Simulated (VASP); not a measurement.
# SnS2 (Berndtite-2T) (P-3m1) in VASP: a series of runs

One crystal, SnS2 (Berndtite-2T), is run at these levels: rev-vdW-DF2, PBE; tasks: relaxation of cell and atoms.

Everything below comes from runs of VASP 6.6.1. Logs are shortened: lines on timing, memory, paths and dates and some standing lists are left out, and cuts for length are marked.

### Step 1. Starting point

Symmetry: P-3m1, No. 164, trigonal system. The conventional cell has a = 3.688 Å, b = 3.688 Å, c = 5.885 Å, α = 90.00°, β = 90.00°, γ = 120.00°. Around Sn (site symmetry -3m) lie 6 S at 2.60 Å. S (site symmetry 3m) has 3 Sn at 2.60 Å as nearest neighbours.

### Step 2. Relaxation of cell and atoms, rev-vdW-DF2

Contents of INCAR:

```
AGGAC = 0.0 ; ALGO = Normal
EDIFF = 1E-7 ; EDIFFG = -0.005
ENCUT = 600 ; GGA = MK
IBRION = 2 ; ISIF = 3
ISMEAR = 0 ; LASPH = T
LCHARG = F ; LREAL = F
LUSE_VDW = T ; LWAVE = F
NELM = 80 ; NSW = 90
PARAM1 = 0.1234 ; PARAM2 = 0.711357
PREC = Accurate ; SIGMA = 0.03
ZAB_VDW = -1.8867
```

Contents of KPOINTS:

```
k-points
0
Gamma
  9 9 5
```

Contents of POSCAR:

```
SnS2                                    
1.0
    3.6876449960     -0.0000000000      0.0000000000
   -1.8438224980      3.1935942467      0.0000000000
   -0.0000000000     -0.0000000000      5.8846165965
  Sn              S             
     1     2
Direct
     1.0000000000000000    1.0000000000000000    0.0000000000000000
     0.3333333332999970    0.6666666667000030    0.2521217541524963
     0.6666666667000030    0.3333333332999970    0.7478782458475036
```

Potentials or basis: VASP PAW PBE potentials, release 64 (Sn_d, S).

Launch:

```console
> cat potpaw_PBE.64/Sn_d/POTCAR potpaw_PBE.64/S/POTCAR > POTCAR
> mpirun -np 1 vasp_std > vasp.out
```

OUTCAR:

```text
EDIFF = 1E-7
   EDIFFG = -0.005
   ENCUT = 600
   GGA = MK
   IBRION = 2
   ISIF = 3
   ISMEAR = 0
   LASPH = T
   LREAL = F
   NELM = 80
   NSW = 90
   PREC = Accurate

 ion  position               nearest neighbor table
   1  0.000  0.000  0.000-   2 2.60   3 2.60   3 2.60   2 2.60   3 2.60   2 2.60
   2  0.333  0.667  0.252-   1 2.60   1 2.60   1 2.60
   3  0.667  0.333  0.748-   1 2.60   1 2.60   1 2.60

  LATTYP: Found a hexagonal cell.
 ALAT       =     3.6876449960
 C/A-ratio  =     1.5957654825

  Lattice vectors:

 A1 = (   3.6876449960,   0.0000000000,   0.0000000000)
 A2 = (  -1.8438224980,   3.1935942467,   0.0000000000)
 A3 = (   0.0000000000,   0.0000000000,   5.8846165965)

Analysis of symmetry for initial positions (statically):
=====================================================================
 Subroutine PRICEL returns:
 Original cell was already a primitive cell.

 Routine SETGRP: Setting up the symmetry group for a
 hexagonal supercell.

 Subroutine GETGRP returns: Found 12 space group operations
 (whereof 12 operations were pure point group operations)
 out of a pool of 24 trial point group operations.

The static configuration has the point symmetry D_3d.

Analysis of symmetry for dynamics (positions and initial velocities):
=====================================================================
 Subroutine PRICEL returns:
 Original cell was already a primitive cell.

 Routine SETGRP: Setting up the symmetry group for a
 hexagonal supercell.

 Subroutine GETGRP returns: Found 12 space group operations
 (whereof 12 operations were pure point group operations)
 out of a pool of 24 trial point group operations.

The dynamic configuration has the point symmetry D_3d.

 Subroutine INISYM returns: Found 12 space group operations
 (whereof 12 operations are pure point group operations),
 and found     1 'primitive' translations

----------------------------------------------------------------------------------------

                                     Primitive cell

  volume of cell :      69.3022

  direct lattice vectors                    reciprocal lattice vectors
     3.687644996  0.000000000  0.000000000     0.271175778  0.156563408  0.000000000
    -1.843822498  3.193594247  0.000000000     0.000000000  0.313126817  0.000000000
     0.000000000  0.000000000  5.884616596     0.000000000  0.000000000  0.169934606

  length of vectors
     3.687644996  3.687644996  5.884616596     0.313126817  0.313126817  0.169934606

  position of ions in fractional coordinates (direct lattice)
     0.000000000  0.000000000  0.000000000
     0.333333333  0.666666667  0.252121754
     0.666666667  0.333333333  0.747878246

  ion indices of the primitive-cell ions
   primitive index   ion index
                 1           1
                 2           2
                 3           3

----------------------------------------------------------------------------------------

 KPOINTS: k-points

Automatic generation of k-mesh.
 Grid dimensions read from file:
 generate k-points for:    9    9    5

 Generating k-lattice:

  Cartesian coordinates                     Fractional coordinates (reciprocal lattice)
     0.030130642  0.017395934  0.000000000     0.111111111  0.000000000  0.000000000
     0.000000000  0.034791869  0.000000000     0.000000000  0.111111111  0.000000000
     0.000000000  0.000000000  0.033986921     0.000000000  0.000000000  0.200000000

  Length of vectors
     0.034791869  0.034791869  0.033986921

  Shift w.r.t. Gamma in fractional coordinates (k-lattice)
     0.000000000  0.000000000  0.000000000

 Subroutine IBZKPT returns following result:
 ===========================================

 Found     50 irreducible k-points:

 Following reciprocal coordinates:
            Coordinates               Weight
  0.000000  0.000000  0.000000      1.000000
  0.111111  0.000000  0.000000      6.000000
  0.222222  0.000000  0.000000      6.000000
  0.333333  0.000000  0.000000      6.000000
  0.444444  0.000000  0.000000      6.000000
  0.111111  0.111111  0.000000      6.000000
[... 16 lines left out ...]
  0.222222  0.111111  0.200000     12.000000
 -0.111111  0.333333  0.200000     12.000000
 [... further k-points ...]
   k-points           NKPTS =     50   k-points in BZ     NKDIM =     50   number of bands    NBANDS=     17
   number of dos      NEDOS =    301   number of ions     NIONS =      3
   total plane-waves  NPLWV =  43200
   dimension x,y,z NGX =    30 NGY =   30 NGZ =   48
   dimension x,y,z NGXF=    60 NGYF=   60 NGZF=   96
   ions per type =               1   2
   NGX,Y,Z   is equivalent  to a cutoff of  13.52, 13.52, 13.56 a.u.
   NGXF,Y,Z  is equivalent  to a cutoff of  27.05, 27.05, 27.12 a.u.
 SYSTEM =  unknown system
   PREC   = accura    normal or accurate (medium, high low for compatibility)
   ISTART =      0    job   : 0-new  1-cont  2-samecut
   ICHARG =      2    charge: 1-file 2-atom 10-const
   ISPIN  =      1    spin polarized calculation?
   LNONCOLLINEAR =      F non collinear calculations
   LSORBIT =      F    spin-orbit coupling
   LASPH  =      T    aspherical Exc in radial PAW
   ENCUT  =  600.0 eV  44.10 Ry    6.64 a.u.   7.37  7.37 11.75*2*pi/ulx,y,z
   NELM   =     80;   NELMIN=  2; NELMDL= -5     # of ELM steps
   EDIFF  = 0.1E-06   stopping-criterion for ELM
   LREAL  =      F    real-space projection
   EDIFFG = -.5E-02   stopping-criterion for IOM
   NSW    =     90    number of steps for IOM
   IBRION =      2    ionic relax: 0-MD 1-quasi-New 2-CG
   NFREE  =      1    steps in history (QN), initial steepest desc. (CG)
   ISIF   =      3    stress and relaxation
   ISYM   =      2    0-nonsym 1-usesym 2-fastsym
   POTIM  = 0.5000    time-step for ionic-motion
   TEBEG  =    0.0;   TEEND  =   0.0 temperature during run
   PSTRESS=    0.0 pullay stress
   NELECT =      26.0000    total number of electrons
   NUPDOWN=      -1.0000    fix difference up-down
   EMIN   =  10.00;   EMAX   =-10.00  energy-range for DOS
   EFERMI =   0.00;   METHOD = LEGACY
   ISMEAR =     0;   SIGMA  =   0.03  broadening in eV -4-tet -1-fermi 0-gaus
   EFERMI_NEDOS =   21; number of points for ismear=-14 and -15
   IALGO  =     38    algorithm
   IMIX   =      4    mixing-type and parameters
     AMIX     =   0.40;   BMIX     =  1.00
     AMIX_MAG =   1.60;   BMIX_MAG =  1.00
  volume/ion in A,a.u.               =      23.10       155.89
  Fermi-wavevector in a.u.,A,eV,Ry     =   1.180729  2.231255 18.968171  1.394121
  Thomas-Fermi vector in A             =   2.317016
   LORBIT       =      0    0 simple, 1 ext, 2 COOP (PROOUT), +10 PAW based schemes
   GGA     = MK    functional components
   LHFCALC =     F    Hartree Fock is set to
   AEXX    =    0.0000 exact exchange contribution
   IVDW_NL    =     1    kernel type
   BPARAM     = 6.3000
   IVDW    =     0    specifies the selected vdW correction
   LEPSILON=     F    determine dielectric tensor
   LRPA    =     F    only Hartree local field effects (RPA)
 conjugate gradient relaxation of ions
 non-spin polarized calculation
 Gauss-broadening in eV      SIGMA  =   0.03
  energy-cutoff  :      600.00
  volume of cell :       69.30
 maximum number of plane-waves:      2329
 NGX is ok and might be reduce to    30
   NGX = 15   NGY = 15   NGZ = 23

--------------------------------------- Ionic step        1  -------------------------------------------

 number of electron      25.9999997 magnetization

 Free energy of the ion-electron system (eV)
  ---------------------------------------------------
  ext. energy  EPLUGINS =         0.00000000
  ---------------------------------------------------
  free energy    TOTEN  =        -7.81778565 eV

  energy without entropy =       -7.81778565  energy(sigma->0) =       -7.81778565

------------------------ aborting loop because EDIFF is reached ----------------------------------------

  FORCE on cell =-STRESS in cart. coord.  units (eV):
  Direction    XX          YY          ZZ          XY          YZ          ZX
  --------------------------------------------------------------------------------------
  -------------------------------------------------------------------------------------
  Total       -0.0182660     -0.0182660     -0.0329466      0.0000000     -0.0000000      0.0000000
  in kB       -0.4222873     -0.4222873     -0.7616836      0.0000000     -0.0000000      0.0000000
  external PRESSURE =      -0.5354194 kB  Pullay stress =       0.0000000 kB
[... 141 lines left out ...]
Total vdW correction in eV:      3.9211807

--------------------------------------- Ionic step        5  -------------------------------------------

 number of electron      25.9999997 magnetization

 Free energy of the ion-electron system (eV)
  ---------------------------------------------------
  ext. energy  EPLUGINS =         0.00000000
  ---------------------------------------------------
  free energy    TOTEN  =        -7.81780728 eV

  energy without entropy =       -7.81780728  energy(sigma->0) =       -7.81780728

 E-fermi :   4.5883     XC(G=0):  -9.6794

 val. band max:        4.4585218526   @ k =   0.0000   0.0000   0.0000
 cond. band min:       5.6874048172   @ k =   0.0000   0.4444   0.4000
 fundamental gap:      1.2288829646
 Fermi energy:         4.5883241390

 k-point     1 :       0.0000    0.0000    0.0000
  band No.  band energies     occupation
      1     -16.5169      2.00000
      2     -16.5169      2.00000
      3     -16.4758      2.00000
      4     -16.4528      2.00000
      5     -16.4528      2.00000
      6      -9.1948      2.00000
[... 9 lines left out ...]
     16       9.7194      0.00000
     17       9.7194      0.00000
[... 443 lines left out ...]
      1     -16.5526      2.00000
      2     -16.4965      2.00000
      3     -16.4722      2.00000
      4     -16.4529      2.00000
      5     -16.4355      2.00000
      6      -8.2595      2.00000
[... 9 lines left out ...]
     16      10.1790      0.00000
     17      11.2850      0.00000

 [... further k-points ...]

------------------------ aborting loop because EDIFF is reached ----------------------------------------

  FORCE on cell =-STRESS in cart. coord.  units (eV):
  Direction    XX          YY          ZZ          XY          YZ          ZX
  --------------------------------------------------------------------------------------
  -------------------------------------------------------------------------------------
  Total        0.0026961      0.0026961     -0.0013389      0.0000000      0.0000000      0.0000000
  in kB        0.0624061      0.0624061     -0.0309918      0.0000000      0.0000000      0.0000000
  external PRESSURE =       0.0312735 kB  Pullay stress =       0.0000000 kB
[... 18 lines left out ...]
  FREE ENERGIE OF THE ION-ELECTRON SYSTEM (eV)
  ---------------------------------------------------
  free  energy   TOTEN  =        -7.8178072754 eV

  energy  without entropy=       -7.8178072754  energy(sigma->0) =       -7.81780728

Total vdW correction in eV:      3.9206045

 reached required accuracy - stopping structural energy minimisation
```

It took 4.8 min on 1 thread of Intel Xeon Platinum 8488C (Sapphire Rapids), shared host; peak memory 0.49 GiB.

What came out:

| Quantity | Value |
| --- | --- |
| Free energy | -7.8178 eV |
| Relaxed volume | 23.07 Å³/atom |
| Relaxed cell | a = 3.687 Å, b = 3.687 Å, c = 5.879 Å, α = 90.00°, β = 90.00°, γ = 120.00° |
| Space group after relaxing (to 0.05 Å) | P-3m1 (No. 164) |
| Energy gained by relaxing | 0.0 meV/atom |
| Ionic steps | 5 |
| Pressure after relaxing | 0.0 GPa |
| Largest force after relaxing | 0.004 eV/Å |
| Band gap on the k mesh | 1.23 eV, indirect (least direct gap 1.57 eV) |

Forces in eV/Å, atoms in the order of the input:
```
Sn   0.000  0.000  0.000
S    0.000  0.000  0.004
S    0.000  0.000 -0.004
```

Final structure:
```xyz
3
Lattice="3.6873 0.0000 0.0000 -1.8436 3.1933 0.0000 0.0000 0.0000 5.8785" Properties=species:S:1:pos:R:3 pbc="T T T"
Sn    0.0000    0.0000    0.0000
S     0.0000    2.1289    1.4831
S     1.8436    1.0644    4.3955
```

Caveat: the PAW data sets were made with another functional, which shifts forces and pressure a little; spin-orbit coupling is left out, which moves the levels of the heavy elements; an odd mesh through Γ misses points on the zone boundary, where band edges often lie.

### Step 3. Relaxation of cell and atoms, PBE, target pressure 9.78 GPa, at which the enthalpy is minimised

This run uses another cell than the first one, of 22.43 Å³/atom, 0.971 times its volume.

Contents of INCAR:

```
SYSTEM = SnS2
PREC = Accurate ; ENCUT = 600
EDIFF = 1E-6 ; ISMEAR = 0
SIGMA = 0.03 ; LREAL = .False.
LASPH = .True. ; NELM = 80
ALGO = Normal ; ISIF = 3
LWAVE = .False. ; LCHARG = .False.
GGA = PE ; IBRION = 2
NSW = 90 ; EDIFFG = -0.01
PSTRESS = 97.8
```

Contents of KPOINTS:

```
regular mesh
0
Gamma
  9 9 5
  0 0 0
```

Contents of POSCAR:

```
SnS2
1.0
    3.6390000000      0.0000000000      0.0000000000
   -1.8195000000      3.1514664444      0.0000000000
    0.0000000000      0.0000000000      5.8680000000
Sn S
1 2
Direct
    0.0000000000      0.0000000000      0.0000000000
    0.3333333333      0.6666666667      0.2500000000
    0.6666666667      0.3333333333      0.7500000000
```

Potentials or basis: VASP PAW PBE potentials, release 64 (Sn_d, S).

Launch:

```console
> cat potpaw_PBE.64/Sn_d/POTCAR potpaw_PBE.64/S/POTCAR > POTCAR
> mpirun -np 1 vasp_std > vasp.out
```

Wall time 11 min (1 thread of Intel Xeon Platinum 8488C (Sapphire Rapids), shared host); peak memory 0.25 GiB.

It converged, with:

```yaml
Free_energy: -12.8660 eV
Relaxed_volume: 19.78 Å³/atom
Relaxed_cell: a = 3.595 Å, b = 3.595 Å, c = 5.302 Å, α = 90.00°, β = 90.00°, γ = 120.00°
Space_group_after_relaxing_to_0.05_Å: P-3m1 (No. 164)
Energy_change_on_relaxing_the_enthalpy_is_what_falls: +91.1 meV/atom
Ionic_steps: 16
Pressure_after_relaxing: 9.8 GPa
Band_gap_on_the_k_mesh: 0.85 eV, indirect (least direct gap 1.58 eV)
```

Step by step:
```tsv
step	energy change (eV)	largest force (eV/Å)	pressure (GPa)	volume (Å³)
1	0.0000	0.2414	4.20	67.30
2	0.4370	1.4548	16.99	59.96
3	0.1665	0.8304	10.15	63.35
4	0.1840	0.5536	10.07	62.18
5	0.3534	0.2915	10.71	58.75
6	0.2820	0.0191	10.44	59.79
7	0.2375	0.1005	8.89	60.04
8	0.2304	0.1292	8.42	60.11
9	0.3532	0.2811	12.35	58.21
10	0.2704	0.0248	9.82	59.39
11	0.2713	0.0277	9.87	59.37
12	0.2719	0.0200	9.81	59.36
13	0.2721	0.0170	9.79	59.36
14	0.2727	0.0110	9.75	59.35
15	0.2722	0.0159	9.77	59.35
16	0.2734	0.0007	9.77	59.33
```

Final structure:
```
Sn S
1.0
     3.59487    0.00000    0.00000
    -1.79744    3.11325    0.00000
     0.00000    0.00000    5.30166
Sn S
1 2
Direct
  0.00000 0.00000 0.00000
  0.33333 0.66667 0.27771
  0.66667 0.33333 0.72229
```

Levels at points of the mesh, in eV from the valence-band top:
```tsv
k point	band 9	band 10	band 11	band 12	band 13	band 14	band 15	band 16	band 17
(0.00, 0.00, 0.00)	-1.21	-1.21	-1.19	-1.19	-0.02	1.56	3.06	5.11	5.11
```

Caveat: the cell is relaxed towards a set pressure, so the enthalpy falls and the energy may rise; spin-orbit coupling is left out, which moves the levels of the heavy elements; an odd mesh through Γ misses points on the zone boundary, where band edges often lie; this functional lacks dispersion, which binds the layers, so the pressure and a relaxed spacing across them are unreliable.

### Step 4. Relaxation of cell and atoms, PBE, target pressure 9.78 GPa, at which the enthalpy is minimised

This run uses another cell than the first one, of 19.78 Å³/atom, 0.856 times its volume.

Contents of INCAR:

```
SYSTEM = SnS2
PREC = Accurate ; ENCUT = 600
EDIFF = 1E-7 ; ISMEAR = 0
SIGMA = 0.03 ; LREAL = .False.
LASPH = .True. ; NELM = 80
ALGO = Normal ; ISIF = 3
LWAVE = .False. ; LCHARG = .False.
GGA = PE ; IBRION = 2
NSW = 90 ; EDIFFG = -0.005
PSTRESS = 97.8
```

KPOINTS is that of step 3.

Contents of POSCAR:

```
SnS2                                    
1.0
    3.5948734102      0.0000000000     -0.0000000000
   -1.7974367051      3.1132516967     -0.0000000000
    0.0000000000     -0.0000000000      5.3016635239
  Sn              S             
     1     2
Direct
     0.0000000000000000    1.0000000000000000    0.0000000000000000
     0.3333333332999970    0.6666666667000030    0.2777123895584667
     0.6666666667000030    0.3333333332999970    0.7222876104415334
```

Launch:

```console
> cat potpaw_PBE.64/Sn_d/POTCAR potpaw_PBE.64/S/POTCAR > POTCAR
> mpirun -np 1 vasp_std > vasp.out
```

Wall time 80 s (1 thread of Intel Xeon Platinum 8488C (Sapphire Rapids), shared host); peak memory 0.22 GiB.

It converged, with:

```
Free energy             : -12.8656 eV
Pressure after relaxing : 9.7 GPa
Band gap on the k mesh  : 0.85 eV, indirect (least direct gap 1.58 eV)
```

Final structure:
```
CELL_PARAMETERS angstrom
3.59487 0.00000 0.00000
-1.79744 3.11325 0.00000
0.00000 0.00000 5.30166
ATOMIC_POSITIONS crystal
Sn 0.00000 0.00000 0.00000
S 0.33333 0.66667 0.27771
S 0.66667 0.33333 0.72229
```

Levels at points of the mesh, in eV from the valence-band top:
| k point | band 10 | band 11 | band 12 | band 13 | band 14 | band 15 | band 16 | band 17 |
| --- | --- | --- | --- | --- | --- | --- | --- | --- |
| (0.00, 0.00, 0.00) | -1.21 | -1.19 | -1.19 | -0.02 | 1.56 | 3.06 | 5.11 | 5.11 |

Caveat: the relaxation stopped at its first step, so nothing moved; the cell is relaxed towards a set pressure, so the enthalpy falls and the energy may rise; spin-orbit coupling is left out, which moves the levels of the heavy elements; an odd mesh through Γ misses points on the zone boundary, where band edges often lie.
